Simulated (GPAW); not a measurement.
# WS2 (Tungstenite) (P6_3/mmc) in GPAW: single point with PBEsol

Aim: the single point of WS2 (Tungstenite) with PBEsol.

Program: GPAW 26.7.0. These are calculated values, not measurements. Logs are shortened: lines on timing, memory, paths and dates and some standing lists are left out, and cuts for length are marked. The log counts tension as positive stress, the text compression.

## 1. The undisturbed crystal

It takes space group P6_3/mmc (No. 194, hexagonal). Conventional cell: a = 3.180 Å, b = 3.180 Å, c = 12.500 Å, α = 90.00°, β = 90.00°, γ = 120.00°. Around W (site symmetry -6m2) lie 6 S at 2.41 Å. S (site symmetry 3m) is surrounded by 3 W at 2.41 Å.

## 2. Single point, PBEsol (atoms moved at random, drawn with an rms of 0.05 Å)

run.py reads:

```python
from ase import Atoms
from ase.dft.bandgap import bandgap
from ase.io import write
from ase.units import GPa
from ase.parallel import parprint
from gpaw import GPAW, PW, setup_paths

setup_paths.insert(0, '.')

atoms = Atoms(['W', 'W', 'S', 'S', 'S', 'S'],
              cell=[[3.18, 0.0, 0.0],
                    [-1.59, 2.753960784, 0.0],
                    [0.0, 0.0, 12.5]],
              scaled_positions=[[0.670413, 0.332132, 0.748511],
                                [0.351526, 0.676113, 0.248159],
                                [0.650548, 0.328846, 0.370564],
                                [0.332383, 0.665762, 0.869796],
                                [0.683593, 0.340496, 0.122155],
                                [0.352736, 0.675784, 0.626421]],
              pbc=True)

calc = GPAW(mode=PW(600),
            xc='PBEsol',
            kpts={'size': (10, 10, 3), 'gamma': True},
            occupations={'name': 'fermi-dirac', 'width': 0.05},
            nbands=46,
            convergence={'density': 1e-05, 'energy': 1e-05},
            maxiter=150,
            txt='gpaw.txt')
atoms.calc = calc
energy = atoms.get_potential_energy()
forces = atoms.get_forces()
stress = atoms.get_stress()
calc.write('gs.gpw')
write('result.traj', atoms)
parprint(f'Energy: {energy:.6f} eV')
parprint('Forces (eV/A):')
parprint(forces.round(4))
parprint('Stress (GPa):', (stress / GPa).round(3))
parprint('Fermi level:', round(calc.get_fermi_level(), 4), 'eV')
parprint(f'Gap: {bandgap(calc)[0]:.4f} eV, direct: {bandgap(calc, direct=True)[0]:.4f} eV')
```

Potentials or basis: PAW data sets generated in the run's folder for this functional, pw.

Started as:

```bash
$ gpaw-setup -f PBEsol S W
$ OMP_NUM_THREADS=1 mpirun -n 4 gpaw python run.py
```

gpaw.txt:

```text
__  _  _
 | _ |_)|_||  |
 |__||  | ||/\| - 26.7.0

Input parameters:
  mode=PW(ecut=600.0),
  convergence={'density': 1e-05, 'energy': 1e-05},
  kpts=MonkhorstPack(size=(10, 10, 3), gamma=True),
  maxiter=150,
  nbands=46,
  occupations=Occupations(name='fermi-dirac', width=0.05),
  xc=XC(name='PBEsol')

Diagonalizing LCAO Hamiltonian
Converting LCAO to pw mode

        S

           W
        S

           S
        W

           S

Atoms  # Å, Bohr magnetons
|   | symbol |         x |        y |         z |    initial magnetic moments |
|---|--------|-----------|----------|-----------|-----------------------------|
| 0 |      W |  1.603823 | 0.914679 |  9.356388 | ( 0.0000,  0.0000,  0.0000) |
| 1 |      W |  0.042833 | 1.861989 |  3.101987 | ( 0.0000,  0.0000,  0.0000) |
| 2 |      S |  1.545877 | 0.905629 |  4.632050 | ( 0.0000,  0.0000,  0.0000) |
| 3 |      S | -0.001584 | 1.833482 | 10.872450 | ( 0.0000,  0.0000,  0.0000) |
| 4 |      S |  1.632437 | 0.937713 |  1.526938 | ( 0.0000,  0.0000,  0.0000) |
| 5 |      S |  0.047204 | 1.861083 |  7.830262 | ( 0.0000,  0.0000,  0.0000) |

Unit cell  # Å
| periodic |         x |        y |         z |   lengths |     angles |
|----------|-----------|----------|-----------|-----------|------------|
|      yes |  3.180000 | 0.000000 |  0.000000 |  3.180000 |  90.000000 |
|      yes | -1.590000 | 2.753961 |  0.000000 |  3.180000 |  90.000000 |
|      yes |  0.000000 | 0.000000 | 12.500000 | 12.500000 | 120.000000 |

Number of symmetries: 1
Symmetry operations  # r_c * U_cc + t_c -> r_c
|   | kind |            matrix            |
|---|------|------------------------------|
| 0 |  E   |  1, 0, 0,  0, 1, 0,  0, 0, 1 |

BZ-sampling:
  Number of BZ points: 300
  Number of IBZ points: 152

  Monkhorst-Pack size: [10, 10, 3]
  Monkhorst-Pack shift: [0.05, 0.05, 0.0]

K-points  # in reciprocal-cell coordinates
|     |                                coordinates |     weight |
|-----|--------------------------------------------|------------|
|   0 | (  0.00000000,   0.00000000,   0.00000000) | 0.00333333 |
|   1 | (  0.00000000,   0.00000000,   0.33333333) | 0.00666667 |
|   2 | (  0.00000000,   0.10000000,  -0.33333333) | 0.00666667 |
|   3 | (  0.00000000,   0.10000000,   0.00000000) | 0.00666667 |
|   4 | (  0.00000000,   0.10000000,   0.33333333) | 0.00666667 |
|   5 | (  0.00000000,   0.20000000,  -0.33333333) | 0.00666667 |
|   6 | (  0.00000000,   0.20000000,   0.00000000) | 0.00666667 |
|   7 | (  0.00000000,   0.20000000,   0.33333333) | 0.00666667 |
|   8 | (  0.00000000,   0.30000000,  -0.33333333) | 0.00666667 |
|   9 | (  0.00000000,   0.30000000,   0.00000000) | 0.00666667 |
| ... |                                            |            |
| 151 | (  0.50000000,   0.50000000,   0.33333333) | 0.00666667 |

Plane wave coefficients: 3691
Cutoff: 600.0 eV

Spin-components: 1 (collinear spins)
Bands:           46
Projectors:      32
Spin-degeneracy: 2
Datatype:        complex128

Parallelization:
  kpt:    4
  domain: 1
  band:   1

Density:
  Valence electrons: 52.0
  Components: 1
  Grid points: [18 18 72]
  Charge: 0.0  # |e|

Potential:
  Grid points: [18 18 72]

species:
  W:
    name:    Tungsten
    Z:       74.0
    valence: 14
    core:    60
    charge:  0.0  # [|e|]
    compensation charges:
      type: gauss
      rc: 0.40  # [Å]
      lmax: 2
    cutoffs:
      filter: 2.36  # [Å]
      core: 3.02  # [Å]
    projectors
    | kind |    occ | energy [eV] | rcut [Å] |
    |------|--------|-------------|----------|
    |   5s |  2.000 |     -78.864 |    1.344 |
    |   6s |  2.000 |      -5.730 |    1.344 |
    |   5p |  6.000 |     -43.252 |    1.355 |
    |   6p |  0.000 |      -1.338 |    1.355 |
    |   5d |  4.000 |      -4.526 |    1.228 |
    |    d |        |      22.686 |    1.228 |

    Using partial waves for W as LCAO basis

  S:
    name:    Sulfur
    Z:       16.0
    valence: 6
    core:    10
    charge:  0.0  # [|e|]
    compensation charges:
      type: gauss
      rc: 0.24  # [Å]
      lmax: 2
    cutoffs:
      filter: 1.77  # [Å]
      core: 1.66  # [Å]
    projectors
    | kind |    occ | energy [eV] | rcut [Å] |
    |------|--------|-------------|----------|
    |   3s |  2.000 |     -17.192 |    0.974 |
    |   3p |  4.000 |      -6.978 |    0.979 |
    |    s |        |      10.020 |    0.974 |
    |    p |        |      20.234 |    0.979 |
    |    d |        |       0.000 |    0.900 |

    Using partial waves for S as LCAO basis

Reference energy: -920646.339667  # eV

eigensolver:
  PPCG
  Converge bands: occupied
  niter=2

density mixing:
  MSR1-Mixer
  Pratt-step length: 0.05
  Maximum mixing coefficient: 0.75
  Old densities: 10
  SVD Regularization: 0.005
  Good broyden scale: 1.0
  Trust region scale: 1.0
  Backstep threshold: 4.0
  History deletion threshold: 6.0
  Fourier metric: weight=20.0, sigma=0.015

occupation numbers:
  Fermi-Dirac:
    width: 0.0500  # eV

poisson solver:
  ecut: 4800.0  # eV

xc functional:
  name: PBEsol with 2 nearest neighbor stencil

convergence criteria:
- Maximum integral of absolute [dens]ity change: 1e-05 electrons / valence electron
- Maximum [total energy] change in last 3 cyles: 1e-05 eV / valence electron
- Maximum integral of absolute [eigenst]ate change: 4e-08 eV^2 / valence electron
maximum number of iterations: 150

SCF iterations
|iter     | |      energy | eigst |  dens |
|---------|-|-------------|-------|-------|
|iter:   1| |  -47.975282 | +0.46 |       |
|iter:   2| |  -48.210459 | -1.43 | -1.20 |
|iter:   3| |  -48.831018 | -1.07 | -1.23 |
|iter:   4| |  -47.840018 | -1.71 | -1.25 |
|iter:   5| |  -47.614294 | -2.01 | -1.60 |
|iter:   6| |  -47.666146 | -2.89 | -1.96 |
|iter:   7| |  -47.619709 | -3.22 | -2.02 |
|iter:   8| |  -47.613207 | -4.12 | -2.44 |
|iter:   9| |  -47.613127 | -4.94 | -2.87 |
|iter:  10| |  -47.613095c| -5.63 | -3.27 |
|iter:  11| |  -47.613074c| -6.28 | -3.54 |
|iter:  12| |  -47.613073c| -7.37 | -4.33 |
|iter:  13| |  -47.613073c| -8.28c| -5.08c|

Converged in 13 steps
Energy contributions relative to reference atoms: (reference = -920646.339667)

Energy contributions:
  Kinetic:          33.383052
  Coulomb:         -36.873310
  Zero:              0.284675
  External:          0.000000
  Xc:              -44.407490
  Entropy:          -0.000001
  Spinorbit:         0.000000
  ----------------------------
  Free energy:     -47.613074
  Extrapolated:    -47.613073

dipole moment: (0.489270, 0.245145, -0.219598)  # |e|*Ang

Fermi level: 8.882
Eigenvalues  # (at kpt = [0.000, 0.000, 0.000])
| band index |      eig [eV] | occ [0-2] |
|------------|---------------|-----------|
|          0 |       -66.049 |     2.000 |
|        ... |               |           |
|         18 |         4.826 |     2.000 |
|         19 |         5.767 |     2.000 |
|         20 |         5.824 |     2.000 |
|         21 |         5.938 |     2.000 |
|         22 |         6.271 |     2.000 |
|         23 |         6.803 |     2.000 |
[... 8 lines left out ...]
|         32 |        10.987 |     0.000 |
|         33 |        11.004 |     0.000 |
|        ... |               |           |
|         45 |        20.174 |     0.000 |

Gap: 1.064 eV
Transition (v -> c):
  (s=0, k=0, n=25, [0.00, 0.00, 0.00]) -> (s=0, k=113, n=26, [0.40, -0.20, 0.00])
Direct/indirect transitions are different
Direct gap: 1.887 eV
Transition at: (s=0, k=0, n=25, [0.00, 0.00, 0.00])

Forces  # eV/Ang
|        x |        y |        z |
|----------|----------|----------|
|  0.18771 |  0.32883 | -0.15390 |  # W    0
| -0.94916 | -0.46038 | -0.83592 |  # W    1
|  0.90737 |  0.37678 |  0.54255 |  # S    2
|  0.16562 | -0.01368 |  0.80830 |  # S    3
|  0.04107 |  0.08150 |  0.30015 |  # S    4
| -0.35260 | -0.31304 | -0.66125 |  # S    5

Stress tensor  # eV/Ang^3
|         x |         y |         z |
|-----------|-----------|-----------|
|  0.013262 |  0.004014 | -0.018788 |
|  0.004014 |  0.007734 | -0.008042 |
| -0.018788 | -0.008042 | -0.024220 |

# Writing to gs.gpw (mode='')
```

Wall time 68 s (4 MPI ranks of AMD EPYC 9R45 (Zen 5), shared host); peak memory 0.34 GiB.

What came out:

```yaml
Free_energy: -47.6131 eV
Pressure: 0.2 GPa
Largest_force: 1.346 eV/Å
Band_gap_on_the_k_mesh: 1.06 eV, indirect (least direct gap 1.89 eV)
```

Forces on the atoms (eV/Å):
```
W    0.188  0.329 -0.154
W   -0.949 -0.460 -0.836
S    0.907  0.377  0.543
S    0.166 -0.014  0.808
S    0.041  0.081  0.300
S   -0.353 -0.313 -0.661
```

Caveat: spin-orbit coupling is left out, which moves the levels of the heavy elements; an odd mesh through Γ misses points on the zone boundary, where band edges often lie.
